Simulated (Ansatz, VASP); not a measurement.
## One calculation of Mo, two programs

File INCAR:

```
PREC = Accurate
ENCUT = 520
EDIFF = 1E-7
ISMEAR = -1
SIGMA = 0.1
LREAL = False
LASPH = True
NELM = 80
ALGO = Normal
ISIF = 2
LWAVE = False
LCHARG = True
GGA = B5
ALDAX = 1.0
AGGAX = 1.0
AGGAC = 1.0
ALDAC = 0.0
LELF = True
LVHAR = True
NBANDS = 13
```

Contents of KPOINTS:

```
regular mesh
0
Gamma
  13 13 13
```

POSCAR

```
Mo
1.0
    2.7444616542      0.0000000000      0.0000000000
    0.0000000000      2.7444616542      0.0000000000
    0.0000000000      0.0000000000      2.7444616542
Mo
1
Direct
    0.0000000000      0.0000000000      0.0000000000
```

Input for Ansatz:

```yaml
crystal:
  lattice:
    - [2.7444616542, 0.0, 0.0]
    - [0.0, 2.7444616542, 0.0]
    - [0.0, 0.0, 2.7444616542]
  atoms:
    - { symbol: Mo, position: [0.0, 0.0, 0.0] }
hamiltonian:
  xc: blyp
  pseudopotentials:
    kind: paw
    azcp:
      Mo: "pseudopotentials/Mo.paw.azcp"
basis:
  ecutwfc: 420
  fft_grid_basis: typed
kpoints:
  mp_grid: { grid: [13, 13, 13], shift: [0, 0, 0] }
magnetization:
  spin_polarized: false
scf:
  occupations: { method: fermi_dirac, width: 0.1 }
  lower_state_search: "off"
output:
  stress: true
```

Alike in both runs: task single point; functional BLYP; k mesh 13 × 13 × 13; occupations fermi-dirac, width 0.1 eV; no spin polarisation.

|  | VASP | Ansatz |
| --- | --- | --- |
| version | VASP 6.6.1 | Ansatz 0.2.0 |
| potentials or method | VASP PAW PBE potentials, release 64 (Mo_sv) | plane waves (420 eV) with PAW, scalar-relativistic |
| plane-wave cutoff (eV) | 520 | 420 |
| valence electrons in the cell | 14 | 14 |

Ansatz gave:

| Quantity | Value |
| --- | --- |
| pressure (GPa) | -15.6 |

Q: What did VASP give for the same quantities?

A: Pressure (GPa): -15.1.

With one functional, cell and mesh, what is left measures potentials, basis and numerics.

Caveats: so large a pressure means that the cell lies far from this level's equilibrium, or that cutoff or potentials fall short (VASP); the potentials were made for another functional, which shifts forces and pressure (VASP).
